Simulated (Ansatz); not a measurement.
**CoO: stiffness from a series of strains**

```
CELL_PARAMETERS angstrom
0.00000 2.13150 2.13150
2.13150 0.00000 2.13150
2.13150 2.13150 0.00000
ATOMIC_POSITIONS crystal
Co 0.00000 0.00000 0.00000
O 0.50000 0.50000 0.50000
```

Atoms are numbered in the order listed.

The cell comes from COD entry 1533087, which wasn't checked; take it as a given geometry.

Semilocal functionals without U often leave such compounds metallic or with too small a gap, and the real magnetic order may differ.

Other magnetic orders may lie lower; this is the state that the run reached.

Method: DFT, PBEsol, all-electron LAPW, scalar-relativistic in Ansatz 0.2.0.

Sampling and basis: a Γ-centred 16×16×16 k mesh, Fermi–Dirac smearing of 0.05 eV, basis error target 0.5 meV/atom, spin-polarised from start moments Co1 2 μB.

The strain is applied along the Cartesian axes of the cell as listed (the other components stay zero). Fractional coordinates are held (clamped ions).

σ is the change of stress from the unstrained cell, which is at -10.76 GPa; tension is positive, so slopes are stress–strain coefficients at that pressure. In a metal the k mesh adds noise.

Only quantities that a quadratic follows smoothly over the whole series are listed; rougher ones are left out.

```tsv
εzz	σzz (GPa)	σxx (GPa)
-0.0300	-5.40	-4.49
-0.0200	-3.49	-2.97
0.0000	0.00	0.00
0.0100	1.62	1.43
0.0200	3.11	2.81
0.0300	4.43	4.12
```

Fit the series and read off the stiffness at zero strain.

Least-squares fits y = p0 + p1 x + p2 x² to the rows give σzz (GPa): p1 = 164, p2 = -560; σxx (GPa): p1 = 144, p2 = -210. So C11 = 164 GPa and C12 = 144 GPa, which gives B = (C11 + 2 C12)/3 = 151 GPa.

One run, at εzz = -0.0100, is withheld. Predict its row.

The fits give -1.68, -1.45; the run gave -1.71, -1.48.
